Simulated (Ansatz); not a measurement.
# Cu: equation of state with revPBE+D3(BJ)+ATM+U

The system is Cu.

```
CELL_PARAMETERS angstrom
-1.44279 1.44279 1.37608
1.44279 -1.44279 1.37608
1.44279 1.44279 -1.37608
ATOMIC_POSITIONS crystal
Cu 0.00000 0.00000 0.00000
```

This isn't the form of Cu at room conditions, which is fcc.

```yaml
Program: Ansatz 0.2.0
Task: equation of state
Functional: revPBE
Dispersion: D3(BJ)+ATM
Potentials_or_basis: all-electron LAPW, scalar-relativistic
Basis_error_allowed: 0.002 eV/atom
k_mesh: 13 × 13 × 13
Occupations: gaussian, width 0.05 eV
Spin: no spin polarisation
Hubbard_terms: Cu d U = 1 eV
Start_of_the_occupations: auto
Double_counting: fll
Hubbard_projectors: atomic
```

- Equilibrium volume: 11.20 Å³/atom
- Bulk modulus at fixed shape and positions: 170 GPa
- Pressure derivative of the bulk modulus: 5.3

Energy against volume, from the lowest point:
| volume (Å³/atom) | energy (meV/atom) |
| --- | --- |
| 10.771 | 9.20 |
| 11.000 | 1.82 |
| 11.229 | 0.00 |
| 11.458 | 3.06 |
| 11.687 | 10.40 |
| 11.916 | 21.51 |
| 12.146 | 35.92 |

All runs of the series together: 65 s on 1 thread of Intel(R) Xeon(R) 6975P-C (Granite Rapids), on a shared host.

Caveat: U is the effective U less J, on atomic orbitals that reach past the spheres; the cell was scaled at fixed shape and fractional positions, which overstates the stiffness of a crystal with free parameters, most of all of layers and chains; the U is typed as a test and isn't derived for this compound.
